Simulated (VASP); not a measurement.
Output of a VASP run:

### OSZICAR
```
       N       E                     dE             d eps       ncg     rms          rms(c)
DAV:   1     0.213581113553E+03    0.21358E+03   -0.10659E+04  3360   0.515E+02
DAV:   2    -0.885117762323E+01   -0.22243E+03   -0.20647E+03  3776   0.193E+02
DAV:   3    -0.202151747198E+02   -0.11364E+02   -0.11238E+02  4088   0.420E+01
DAV:   4    -0.202872411440E+02   -0.72066E-01   -0.72040E-01  3832   0.346E+00
DAV:   5    -0.202874743286E+02   -0.23318E-03   -0.23318E-03  3920   0.189E-01    0.769E+00
DAV:   6    -0.190717620243E+02    0.12157E+01   -0.14749E+00  3832   0.616E+00    0.292E+00
DAV:   7    -0.190285355363E+02    0.43226E-01   -0.10512E-01  4040   0.144E+00    0.170E+00
DAV:   8    -0.190072079795E+02    0.21328E-01   -0.31553E-02  4384   0.827E-01    0.253E-01
DAV:   9    -0.190069729599E+02    0.23502E-03   -0.11990E-03  3840   0.192E-01    0.864E-02
DAV:  10    -0.190072516240E+02   -0.27866E-03   -0.14912E-04  3864   0.581E-02    0.168E-02
DAV:  11    -0.190072512546E+02    0.36936E-06   -0.11733E-05  4080   0.185E-02    0.783E-03
DAV:  12    -0.190072506301E+02    0.62448E-06   -0.17707E-06  4560   0.929E-03    0.269E-03
DAV:  13    -0.190072506006E+02    0.29528E-07   -0.29292E-07  3928   0.299E-03
   1 F= -.19007251E+02 E0= -.19007251E+02  d E =-.907492E-18
 imaginary and real dielectric function
```

File OUTCAR:
```
------------------------ aborting loop because EDIFF is reached ----------------------------------------
  FORCE on cell =-STRESS in cart. coord.  units (eV):
  Direction    XX          YY          ZZ          XY          YZ          ZX
  --------------------------------------------------------------------------------------
  Total       -0.0114051     -0.0114051     -0.0114051     -0.0000000      0.0000000      0.0000000
  in kB       -0.4806313     -0.4806313     -0.4806313     -0.0000000      0.0000000      0.0000000
  external PRESSURE =      -0.4806313 kB  Pullay stress =       0.0000000 kB
  volume of cell :       38.02
      direct lattice vectors                 reciprocal lattice vectors
     0.000000000  2.668841433  2.668841433    -0.187347211  0.187347211  0.187347211
     2.668841433  0.000000000  2.668841433     0.187347211 -0.187347211  0.187347211
     2.668841433  2.668841433  0.000000000     0.187347211  0.187347211 -0.187347211
 POSITION                                       TOTAL-FORCE (eV/Angst)
 -----------------------------------------------------------------------------------
      0.00000      0.00000      0.00000        -0.000000     -0.000000     -0.000000
      1.33442      1.33442      1.33442         0.000000      0.000000      0.000000
      4.00326      4.00326      4.00326        -0.000000     -0.000000     -0.000000
 -----------------------------------------------------------------------------------
    total drift:                                0.000000      0.000000      0.000000
  FREE ENERGIE OF THE ION-ELECTRON SYSTEM (eV)
  ---------------------------------------------------
  free  energy   TOTEN  =       -19.0072506006 eV

  energy  without entropy=      -19.0072506006  energy(sigma->0) =      -19.00725060

 plasma frequency squared (from intraband transitions) (eV^2)
  --------------------------------------------------------------------------------------
       0.000       0.000       0.000
       0.000       0.000      -0.000
       0.000      -0.000       0.000

 plasma frequency squared (from interband transitions, int dw w eps(2)(w)) (eV^2)
  --------------------------------------------------------------------------------------
     552.538       0.000       0.000       0.000       0.000       0.000
       0.000      -0.000     552.538       0.000      -0.000       0.000
       0.000      -0.000      -0.000      -0.000     552.538       0.000
```
(Selected blocks of OUTCAR.)

**POSCAR**
```
CaF2
1
    0.0000000000     2.6688414330     2.6688414330
    2.6688414330     0.0000000000     2.6688414330
    2.6688414330     2.6688414330     0.0000000000
Ca F
1 2
Direct
  0.0000000000   1.0000000000   0.0000000000
  0.2500000000   0.2500000000   0.2500000000
  0.7500000000   0.7500000000   0.7500000000
```

### Question
Write an INCAR and KPOINTS that could have produced this output.

### Answer
One answer among several that fit: the input of the run itself, LDA (Ceperley-Alder, Perdew-Zunger), plane waves, VASP's LDA PAW potentials (set 64).

**INCAR**
```
SYSTEM = CaF2
PREC = Accurate
ENCUT = 520
EDIFF = 1E-7
NELM = 100
ALGO = Normal
LREAL = .FALSE.
LASPH = .TRUE.
ISMEAR = 0
SIGMA = 0.01
LWAVE = .FALSE.
LCHARG = .FALSE.
LOPTICS = .TRUE.
NBANDS = 48
NEDOS = 1001
CSHIFT = 0.1
```

**KPOINTS**
```
Automatic mesh
0
Gamma
9 9 9
0 0 0
```

POTCAR, in this order: Ca_sv F (LDA.64 set). Program: vasp_std.

The compound is CaF2 in the fluorite structure. It was relaxed first, which changed the volume by -7 %.
